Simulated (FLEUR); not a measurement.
# InSe (R3m) in FLEUR: single point with PBE

Aim: the single point of InSe with PBE.

All numbers are computed with FLEUR MaX-R8.1 (patched build s14); they aren't measurements. Logs are shortened: lines on timing, memory, paths and dates and some standing lists are left out, and cuts for length are marked.

**Experimental background.**

From “The Interaction of Hydrogen with the van der Waals Crystal γ-InSe”, 2020, pmc:7321205, for a bulk crystal of InSe at 300 K: band gap 1.25 eV.

The runs below are set against these values where they give the same quantity.

## (1) The crystal as given

Symmetry: R3m, No. 160, trigonal system. The conventional cell has a = 4.000 Å, b = 4.000 Å, c = 25.320 Å, α = 90.00°, β = 90.00°, γ = 120.00°. In (site symmetry 3m) is surrounded by 3 Se at 2.63 Å and 1 In at 2.82 Å. Around In (site symmetry 3m) lie 3 Se at 2.64 Å and 1 In at 2.82 Å. Around Se (site symmetry 3m) lie 3 In at 2.63 Å. Around Se (site symmetry 3m) lie 3 In at 2.64 Å.

## (2) Single point, PBE

File inp.xml:

```xml
<?xml version="1.0" encoding="UTF-8" standalone="no"?>
<fleurInput fleurInputVersion="0.39">
   <comment>
      InSe                                                                                                
   </comment>
   <calculationSetup>
      <cutoffs Kmax="3.8" Gmax="11.8" GmaxXC="11.8" numbands="0"/>
      <scfLoop itmax="60" minDistance="0.00001" maxIterBroyd="15" imix="Anderson" alpha="0.05" precondParam="0.0" spinf="2.0"/>
      <coreElectrons ctail="T" frcor="F" kcrel="0" coretail_lmax="0"/>
      <xcFunctional name="pbe" relativisticCorrections="F"/>
      <magnetism jspins="1"/>
      <soc l_soc="F" theta="0.0" phi="0.0" spav="F"/>
      <expertModes spex="0" secvar="F"/>
      <geometryOptimization l_f="T" forcealpha="1.0" forcemix="BFGS" epsdisp="0.0005" epsforce="0.0002"/>
      <ldaU l_linMix="F" mixParam="0.05" spinf="1.0"/>
   </calculationSetup>
   <cell>
      <bzIntegration valenceElectrons="74.0" mode="hist" fermiSmearingEnergy="0.00183747">
         <kPointListSelection listName="default-1"/>
         <!-- k-points included here -->
         <xi:include xmlns:xi="http://www.w3.org/2001/XInclude" href="kpts.xml"> </xi:include>
      </bzIntegration>
      <!-- symmetry operations included here -->
      <xi:include xmlns:xi="http://www.w3.org/2001/XInclude" href="sym.xml"> </xi:include>
      <bulkLattice scale="1.0">
         <bravaisMatrix>
            <row-1>    3.7794522491999998     2.1820677735041651    15.9492884916239976</row-1>
            <row-2>   -3.7794522491999998     2.1820677735041651    15.9492884916239976</row-2>
            <row-3>    0.0000000000000000    -4.3641355470083303    15.9492884916239976</row-3>
         </bravaisMatrix>
      </bulkLattice>
   </cell>
   <atomSpecies>
[... 17 lines left out ...]
         <mtSphere radius="2.17" gridPoints="741" logIncrement="0.017"/>
         <atomicCutoffs lmax="9" lnonsphr="7"/>
         <electronConfig flipSpins="F">
            <coreConfig>(1s1/2) (2s1/2) (2p1/2) (2p3/2) (3s1/2) (3p1/2) (3p3/2)</coreConfig>
            <valenceConfig>(3d3/2) (3d5/2) (4s1/2) (4p1/2) (4p3/2)</valenceConfig>
            <stateOccupation state="(4p1/2)" spinUp="0.666667" spinDown="0.666667"/>
            <stateOccupation state="(4p3/2)" spinUp="1.333333" spinDown="1.333333"/>
         </electronConfig>
         <energyParameters s="4" p="4" d="4" f="4"/>
         <lo type="SCLO" l="2" n="3" eDeriv="0"/>
         <lo type="SCLO" l="0" n="4" eDeriv="2"/>
         <lo type="SCLO" l="1" n="4" eDeriv="2"/>
         <lo type="SCLO" l="3" n="4" eDeriv="2"/>
      </species>
   </atomSpecies>
   <atomGroups>
      <atomGroup species="Indium (In)">
         <relPos label="                   1">-.1114000000 -.1114000000 -.1114000000</relPos>
         <force calculate="T" relaxXYZ="TTT"/>
      </atomGroup>
      <atomGroup species="Indium (In)">
         <relPos label="                   2">.0000000000 .0000000000 .0000000000</relPos>
         <force calculate="T" relaxXYZ="TTT"/>
      </atomGroup>
      <atomGroup species="Selenium (Se)">
         <relPos label="                   3">.1719000000 .1719000000 .1719000000</relPos>
         <force calculate="T" relaxXYZ="TTT"/>
      </atomGroup>
      <atomGroup species="Selenium (Se)">
         <relPos label="                   4">.3835000000 .3835000000 .3835000000</relPos>
         <force calculate="T" relaxXYZ="TTT"/>
      </atomGroup>
   </atomGroups>
   <output dos="F" band="F" slice="F">
      <checks vchk="F" cdinf="F"/>
      <bandDOS minEnergy="-.5*Htr" maxEnergy="0.5*Htr" sigma="0.015" storeEVData="T"/>
      <vacuumDOS vacdos="F" integ="F" star="F" nstars="0" locx1="0.0" locy1="0.0" locx2="0.0" locy2="0.0" nstm="0" tworkf="0.0"/>
      <unfoldingBand unfoldBand="F" supercellX="1" supercellY="1" supercellZ="1"/>
      <plotting iplot="0" polar="F">
         <plot TwoD="T" vec1="  1.0  0.0  0.0" vec2="  0.0  1.0  0.0" vec3="  0.0  0.0  1.0" zero="  0.0  0.0  0.0" file="plot"/>
      </plotting>
      <chargeDensitySlicing numkpt="0" minEigenval="0.0" maxEigenval="0.0" nnne="0" pallst="F"/>
      <specialOutput eonly="F"/>
      <magneticCircularDichroism mcd="F" energyLo="-10.0" energyUp="0.0"/>
   </output>
  <!-- We include the file relax.xml here to enable relaxations (see documentation) -->
  <xi:include xmlns:xi="http://www.w3.org/2001/XInclude" href="relax.xml"> <xi:fallback/> </xi:include>
</fleurInput>
```

File crystal.txt:

```
InSe
&input cartesian=F /
2.0000000000  1.1547005384  8.4400000000
-2.0000000000  1.1547005384  8.4400000000
0.0000000000  -2.3094010768  8.4400000000
1.8897261246
1.0 1.0 1.0

4
49 0.8886000000  0.8886000000  0.8886000000
49 0.0000000000  0.0000000000  0.0000000000
34 0.1719000000  0.1719000000  0.1719000000
34 0.3835000000  0.3835000000  0.3835000000

&kpt div1=8 div2=8 div3=8 gamma=T /
```

Potentials or basis: all-electron, FLAPW.

Launch:

```sh
inpgen -f crystal.txt -profile fastHighL
# inp.xml edited to the form shown
fleur
```

What it wrote:

```text
Welcome to FLEUR        (www.flapw.de)
      MaX-Release 8.1          (www.max-centre.eu)

 ========== k-point set info ==========
 Selected k-point list: default-1
 k-point list type: mesh
 8 x 8 x 8
 Number of k points: 65

 ------------Calculation Setup---------------------------
 Number of OMP-threads    :            1
 Number of basis functions:          892
 Approximate size of matrices (H+S) per k-point:         0.024 GB
 --------------------------------------------------------
 Iteration:     1   Distance:       5.58228828 me/bohr^3
 Iteration:     2   Distance:       5.07612231 me/bohr^3
 Iteration:     3   Distance:       3.15017035 me/bohr^3
 Iteration:     4   Distance:       1.68304196 me/bohr^3
 Iteration:     5   Distance:       1.20359158 me/bohr^3
 Iteration:     6   Distance:       0.47551786 me/bohr^3
 Iteration:     7   Distance:       0.39123626 me/bohr^3
 Iteration:     8   Distance:       0.06292647 me/bohr^3
 Iteration:     9   Distance:       0.02034485 me/bohr^3
 Iteration:    10   Distance:       0.01107181 me/bohr^3
 Iteration:    11   Distance:       0.00394833 me/bohr^3
 Iteration:    12   Distance:       0.00241932 me/bohr^3
 Iteration:    13   Distance:       0.00175101 me/bohr^3
 Iteration:    14   Distance:       0.00034892 me/bohr^3
 Iteration:    15   Distance:       0.00012078 me/bohr^3
 Iteration:    16   Distance:       0.00011020 me/bohr^3
 Iteration:    17   Distance:       0.00005668 me/bohr^3
 Iteration:    18   Distance:       0.00003014 me/bohr^3
 Iteration:    19   Distance:       0.00000871 me/bohr^3
 Reset of history

 ********************************************************************
 Run finished successfully
 Stop message:
   Structural relaxation: new displacements generated
 ********************************************************************
```

out.xml (last iteration):

```text
<iteration numberForCurrentRun="   20" overallNumber="   20">
         <energyParameters units="Htr">
            <atomicEP atomType="1" spin="1" branch="5s" branchLowest="-4.06" branchHighest="1.42" value="-0.0913438214"/>
            <atomicEP atomType="1" spin="1" branch="5p" branchLowest="-2.52" branchHighest="2.18" value="0.0736201012"/>
            <atomicEP atomType="1" spin="1" branch="4d" branchLowest="-15.55" branchHighest="-0.24" value="-0.3453763800"/>
            <atomicEP atomType="1" spin="1" branch="4f" branchLowest="-9.99" branchHighest="2.12" value="0.3925962191"/>
            <loAtomicEP atomType="1" spin="1" branch="4s" branchLowest="-28.62" branchHighest="-4.06" value="-4.0617926789"/>
            <loAtomicEP atomType="1" spin="1" branch="4p" branchLowest="-23.49" branchHighest="-2.52" value="-2.5433385272"/>
            <loAtomicEP atomType="1" spin="1" branch="4p" branchLowest="-23.49" branchHighest="-2.52" value="-2.5433385272"/>
            <loAtomicEP atomType="1" spin="1" branch="4d" branchLowest="-15.55" branchHighest="-0.24" value="-0.3577526090"/>
            <loAtomicEP atomType="1" spin="1" branch="4f" branchLowest="-9.99" branchHighest="2.12" value="0.3925942041"/>
            <atomicEP atomType="2" spin="1" branch="5s" branchLowest="-4.06" branchHighest="1.42" value="-0.0909930415"/>
            <atomicEP atomType="2" spin="1" branch="5p" branchLowest="-2.52" branchHighest="2.18" value="0.0740038422"/>
            <atomicEP atomType="2" spin="1" branch="4d" branchLowest="-15.55" branchHighest="-0.24" value="-0.3451977420"/>
            <atomicEP atomType="2" spin="1" branch="4f" branchLowest="-9.99" branchHighest="2.12" value="0.3929954310"/>
            <loAtomicEP atomType="2" spin="1" branch="4s" branchLowest="-28.62" branchHighest="-4.06" value="-4.0616340615"/>
            <loAtomicEP atomType="2" spin="1" branch="4p" branchLowest="-23.49" branchHighest="-2.52" value="-2.5431787602"/>
            <loAtomicEP atomType="2" spin="1" branch="4p" branchLowest="-23.49" branchHighest="-2.52" value="-2.5431787602"/>
            <loAtomicEP atomType="2" spin="1" branch="4d" branchLowest="-15.55" branchHighest="-0.24" value="-0.3575746345"/>
            <loAtomicEP atomType="2" spin="1" branch="4f" branchLowest="-9.99" branchHighest="2.12" value="0.3929934155"/>
            <atomicEP atomType="3" spin="1" branch="4s" branchLowest="-7.45" branchHighest="0.46" value="-0.3296919648"/>
            <atomicEP atomType="3" spin="1" branch="4p" branchLowest="-5.23" branchHighest="1.19" value="-0.0169047056"/>
            <atomicEP atomType="3" spin="1" branch="4d" branchLowest="-1.55" branchHighest="2.46" value="0.2264395027"/>
            <atomicEP atomType="3" spin="1" branch="4f" branchLowest="-9.99" branchHighest="3.39" value="0.3904128519"/>
            <loAtomicEP atomType="3" spin="1" branch="3d" branchLowest="-9.99" branchHighest="-1.55" value="-1.5640462685"/>
            <loAtomicEP atomType="3" spin="1" branch="4s" branchLowest="-7.45" branchHighest="0.46" value="-0.3296919648"/>
            <loAtomicEP atomType="3" spin="1" branch="4p" branchLowest="-5.23" branchHighest="1.19" value="-0.0193411329"/>
            <loAtomicEP atomType="3" spin="1" branch="4f" branchLowest="-9.99" branchHighest="3.39" value="0.3904115765"/>
            <atomicEP atomType="4" spin="1" branch="4s" branchLowest="-7.45" branchHighest="0.46" value="-0.3293361910"/>
            <atomicEP atomType="4" spin="1" branch="4p" branchLowest="-5.23" branchHighest="1.19" value="-0.0165020925"/>
            <atomicEP atomType="4" spin="1" branch="4d" branchLowest="-1.55" branchHighest="2.46" value="0.2268719372"/>
            <atomicEP atomType="4" spin="1" branch="4f" branchLowest="-9.99" branchHighest="3.39" value="0.3908480064"/>
            <loAtomicEP atomType="4" spin="1" branch="3d" branchLowest="-9.99" branchHighest="-1.55" value="-1.5637835616"/>
            <loAtomicEP atomType="4" spin="1" branch="4s" branchLowest="-7.45" branchHighest="0.46" value="-0.3293361910"/>
[... 83 lines left out ...]
            <state n="3" l="2" j="2.5" energy="-15.4373113754" weight="3.0000000000"/>
         </coreStates>
         <coreStates atomType="     2" atomicNumber=" 49" spin="1" kinEnergy="   5929.6935805789" eigValSum="  -3517.1447796849" lostElectrons=" 0.000000">
            <state n="1" l="0" j="0.5" energy="-1018.9880738412" weight="1.0000000000"/>
            <state n="2" l="0" j="0.5" energy="-152.2460226982" weight="1.0000000000"/>
            <state n="2" l="1" j="0.5" energy="-141.9518344310" weight="1.0000000000"/>
            <state n="2" l="1" j="1.5" energy="-134.2019015467" weight="2.0000000000"/>
            <state n="3" l="0" j="0.5" energy="-28.6208296547" weight="1.0000000000"/>
[... 8 lines left out ...]
            <state n="2" l="1" j="0.5" energy="-52.5689588528" weight="1.0000000000"/>
            <state n="2" l="1" j="1.5" energy="-51.0342936678" weight="2.0000000000"/>
            <state n="3" l="0" j="0.5" energy="-7.4551508752" weight="1.0000000000"/>
            <state n="3" l="1" j="0.5" energy="-5.3775306127" weight="1.0000000000"/>
            <state n="3" l="1" j="1.5" energy="-5.1618287853" weight="2.0000000000"/>
         </coreStates>
         <coreStates atomType="     4" atomicNumber=" 34" spin="1" kinEnergy="   2279.8947523756" eigValSum="  -1390.8973471937" lostElectrons=" 0.000263">
            <state n="1" l="0" j="0.5" energy="-459.0115080871" weight="1.0000000000"/>
            <state n="2" l="0" j="0.5" energy="-58.6450788969" weight="1.0000000000"/>
            <state n="2" l="1" j="0.5" energy="-52.5687081051" weight="1.0000000000"/>
            <state n="2" l="1" j="1.5" energy="-51.0340428069" weight="2.0000000000"/>
            <state n="3" l="0" j="0.5" energy="-7.4548894533" weight="1.0000000000"/>
            <state n="3" l="1" j="0.5" energy="-5.3772691762" weight="1.0000000000"/>
            <state n="3" l="1" j="1.5" energy="-5.1615671322" weight="2.0000000000"/>
         </coreStates>
         <allElectronCharges>
            <spinDependentCharge spin="1" total="166.0000000" interstitial="9.0474835" mtSpheres="156.9525165"/>
            <totalCharge value="165.9999999903"/>
         </allElectronCharges>
         <totalEnergy                                    value="   -16627.0635321583" units="Htr">
            <sumOfEigenvalues                            value="    -9901.4835639068">
               <coreElectrons value="-9816.0928749186"/>
               <valenceElectrons value="-85.3906889882"/>
            </sumOfEigenvalues>
            <densityCoulombPotentialIntegral value="-26593.9819137036"/>
            <densityEffectivePotentialIntegral value="-27240.8807111927"/>
            <chargeDenXCDenIntegral value="-496.2340859602"/>
            <FockExchangeEnergyValence value="0.0000000000"/>
            <FockExchangeEnergyCore value="0.0000000000"/>
            <atomTypeDependentContributions atomType="1">
               <electronNucleiInteractionDifferentMTs value="7120.3911966935"/>
               <MadelungTerm value="-25.8474939451"/>
            </atomTypeDependentContributions>
            <atomTypeDependentContributions atomType="2">
               <electronNucleiInteractionDifferentMTs value="7120.3771901683"/>
               <MadelungTerm value="-25.8645634181"/>
            </atomTypeDependentContributions>
            <atomTypeDependentContributions atomType="3">
               <electronNucleiInteractionDifferentMTs value="2921.6349793655"/>
               <MadelungTerm value="-18.7403709498"/>
            </atomTypeDependentContributions>
            <atomTypeDependentContributions atomType="4">
               <electronNucleiInteractionDifferentMTs value="2921.6254407218"/>
               <MadelungTerm value="-18.7544013703"/>
            </atomTypeDependentContributions>
            <tkbTimesEntropy value="0.0000013065"/>
            <freeEnergy value="-16627.0635334648"/>
            <extrapolationTo0K value="-16627.0635328115"/>
         </totalEnergy>
         <totalForcesOnRepresentativeAtoms units="Htr/bohr">
            <forceTotal atomType="1" x="0.000000" y="0.000000" z="-5.330252" F_x="0.00000000" F_y="0.00000000" F_z="0.00716458"/>
            <forceTotal atomType="2" x="0.000000" y="0.000000" z="0.000000" F_x="0.00000000" F_y="0.00000000" F_z="-0.00685485"/>
            <forceTotal atomType="3" x="0.000000" y="0.000000" z="8.225048" F_x="0.00000000" F_y="0.00000000" F_z="-0.00497843"/>
            <forceTotal atomType="4" x="0.000000" y="0.000000" z="18.349656" F_x="0.00000000" F_y="0.00000000" F_z="0.00466342"/>
         </totalForcesOnRepresentativeAtoms>
      </iteration>
```

Wall time 13 min (1 thread of Intel Xeon 6975P-C (Granite Rapids), shared host); peak memory 0.2 GiB.

What came out:

* Free energy: -452445.4479 eV
* Largest force: 0.368 eV/Å
* Band gap on the k mesh: 0.44 eV, direct
* Valence electrons inside the program's atomic spheres: In 18.67; Se 13.80 (radii In 2.3, Se 2.17 bohr)

Forces on the atoms (eV/Å):
```
In   0.000  0.000  0.368
In   0.000  0.000 -0.352
Se   0.000  0.000 -0.256
Se   0.000  0.000  0.240
```

Levels at points of the mesh, in eV from the valence-band top:
```
           k point  band 34  band 35  band 36  band 37  band 38  band 39  band 40  band 41
(0.00, 0.00, 0.00)    -1.30    -1.30    -1.21    -1.21     1.70     2.11     4.40     4.40
(0.00, 0.00, 0.50)    -2.38    -2.34    -2.24    -1.67     1.22     1.97     3.64     3.99
(0.00, 0.50, 0.50)    -2.65    -2.50    -2.05    -1.50     1.19     1.98     3.30     3.62
(0.50, 0.50, 0.50)    -1.37    -1.14    -1.14     0.00     0.44     2.17     4.32     4.32
```

Core levels (eV from the Fermi level):
| atom | levels |
| --- | --- |
| 1 In | 1s1/2 -27733.1, 2s1/2 -4147.9, 2p1/2 -3867.8, 2p3/2 -3656.9, 3s1/2 -783.9, 3p1/2 -670.8, 3p3/2 -632.8, 3d3/2 -432.9, 3d5/2 -425.1 |
| 2 In | 1s1/2 -27733.1, 2s1/2 -4147.9, 2p1/2 -3867.8, 2p3/2 -3656.9, 3s1/2 -783.9, 3p1/2 -670.8, 3p3/2 -632.7, 3d3/2 -432.9, 3d5/2 -425.1 |
| 3 Se | 1s1/2 -12495.4, 2s1/2 -1600.9, 2p1/2 -1435.5, 2p3/2 -1393.8, 3s1/2 -207.9, 3p1/2 -151.4, 3p3/2 -145.5 |
| 4 Se | 1s1/2 -12495.4, 2s1/2 -1600.9, 2p1/2 -1435.5, 2p3/2 -1393.8, 3s1/2 -207.9, 3p1/2 -151.4, 3p3/2 -145.5 |

Caveat: spin-orbit coupling is left out, which moves the levels of the heavy elements.

## (3) Comparison with measurements

Step 2. Measured gap of InSe: 1.25 eV (300 K; “The Interaction of Hydrogen with the van der Waals Crystal γ-InSe”, 2020, pmc:7321205). This calculation gives 0.44 eV (-0.81 eV). Spin-orbit coupling on In, Se is left out. The value is that of PBE on a finite k mesh, which can miss the band edges, without temperature or zero-point motion. Semilocal functionals fall short of measured gaps as a rule.
